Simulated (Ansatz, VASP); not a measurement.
# One calculation of Ag, two programs

```
Ag
1.0
     2.30993    1.33364    0.94296
    -2.30993    1.33364    0.94296
     0.00000   -2.66728    0.94296
Ag
1
Direct
  0.50000 0.50000 0.50000
```

Alike in both runs: functional r2SCAN; k mesh 9 × 9 × 9; occupations gaussian, width 0.1 eV; no spin polarisation.

Ansatz relaxed the structure, and its values are those at the end. VASP's run is a single point on that final structure, the one shown.

|  | VASP | Ansatz |
| --- | --- | --- |
| version | VASP 6.6.1 | Ansatz 0.2.0 |
| potentials or method | VASP PAW PBE potentials, release 64 (Ag) | scalar-relativistic, plane waves, PAW |
| plane-wave cutoff (eV) | 520 | 500 |
| valence electrons in the cell | 11 | 19 |

Ansatz gave:

| Quantity | Value |
| --- | --- |
| gap on the k mesh at the Fermi level (eV) | none |
| pressure (GPa) | 0.0 |

Estimate VASP's values.

gap on the k mesh at the Fermi level (eV): none; pressure (GPa): 0.1.

A gap of «none» marks a metal or a gap that the smearing closes. The two sets of potentials don't hold the same shells in valence.

Caveats: the PAW data sets were made with another functional, which shifts forces and pressure a little (VASP).
